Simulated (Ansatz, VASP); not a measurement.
**TePb in VASP and in Ansatz**

```
CELL_PARAMETERS angstrom
0.00000 3.22133 3.22133
3.22133 0.00000 3.22133
3.22133 3.22133 0.00000
ATOMIC_POSITIONS crystal
Te 0.50000 0.50000 0.50000
Pb 0.00000 0.00000 0.00000
```

Alike in both runs: functional PBEsol; k mesh 10 × 10 × 10; occupations fermi-dirac, width 0.1 eV; no spin polarisation.

Ansatz relaxed the structure, and its values are those at the end. VASP's run is a single point on that final structure, the one shown.

```csv
,VASP,Ansatz
version,VASP 6.6.1,Ansatz 0.2.0
potentials or method,"VASP PAW PBE potentials, release 64 (Te, Pb_d)","PAW with Ansatz's default frozen-core files, scalar-relativistic"
plane-wave cutoff (eV),520,420
valence electrons in the cell,20,30
```

```tsv
	VASP	Ansatz	Ansatz less VASP
pressure (GPa)	0.0	0.0	+0.03
```

The two sets of potentials don't hold the same shells in valence.

Caveats: the PAW data sets were made with another functional, which shifts forces and pressure a little (VASP). A k mesh can miss the band edges.
